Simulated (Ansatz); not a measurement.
Ge: how the free axis answers a strain

Ge, Fd-3m, a = 5.675 Å. Ansatz: r2SCAN, PAW, 500 eV, Γ-centred 10×10×6 mesh on 4 atoms, Gaussian smearing 0.02 eV; no spin polarisation. Series: uniaxial strain along c, with a, b and atoms relaxed; x is the strain in per cent. The axes a, b, c are those of the computed cell (4.013, 4.013, 5.675 Å), along [1 1 0], [-1 1 0], [0 0 1] of the cell named above. y is the change of a in per cent of 4.013 Å.

| x (%) | y (%) |
| --- | --- |
| -6.0 | ? |
| -4.0 | 1.15 |
| -2.0 | 0.55 |
| 0.0 | 0.00 |
| 2.0 | -0.48 |
| 4.0 | -0.89 |
| 6.0 | -1.26 |

**Question.** Fit y = c1 x + c2 x² to the other rows, say what c1 measures, and predict the missing y.

**Answer.** Least squares on the rows shown. y = −0.2562 x + 0.007840 x². So −c1 = 0.256 is Poisson's ratio for this pair of axes. At x = -6.0 the fit asked for gives 1.82 %. The run gave 1.82 %, the same to the digits shown. Note that the gap is closed there and open in the run one row down.

Where the gap has closed, the smearing of 0.02 eV or less is narrow for a metal on this mesh.